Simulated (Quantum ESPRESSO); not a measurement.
## W under changes of volume

One of the cells (16.731 Å³/atom); the others are scaled copies at fixed shape and fractional positions:

```xyz
1
Lattice="0.0000 2.0300 2.0300 2.0300 0.0000 2.0300 2.0300 2.0300 0.0000" Properties=species:S:1:pos:R:3 pbc="T T T"
W     0.0000    0.0000    0.0000
```

This isn't the form of W at room conditions, which is bcc.

| Property | Result |
| --- | --- |
| Program | Quantum ESPRESSO 7.5 |
| Functional | PBE |
| Potentials or basis | SSSP 1.3 efficiency PBE |
| Cutoff | 748 eV |
| Density cutoff | 5987 eV |
| k mesh | 11 × 11 × 11 |
| Occupations | fermi-dirac, width 0.05 eV |
| Spin | no spin polarisation |

```tsv
volume (Å³/atom)	energy over the lowest point (meV/atom)	pressure (GPa)
15.727	31.68	14.6
16.062	8.70	7.4
16.396	0.00	1.0
16.731	?	?
17.065	19.63	-9.9
17.400	45.39	-14.5
17.735	80.25	-18.6
```

Problem. What does the run at 16.731 Å³/atom give?

Solution. Energy over the lowest point 4.09 meV/atom; pressure -4.8 GPa.

Worked out: A Birch-Murnaghan fit of order 3 (a polynomial in V^(-2/3)) to the other rows has its minimum at 16.45 Å³/atom with B0 = V·E''(V) = 295 GPa and B' = 4.6. It gives 4.14 meV/atom at 16.731 Å³/atom, against the run's 4.09, and -dE/dV = -4.8 GPa, against -4.8.

Energies are extrapolated to zero smearing.
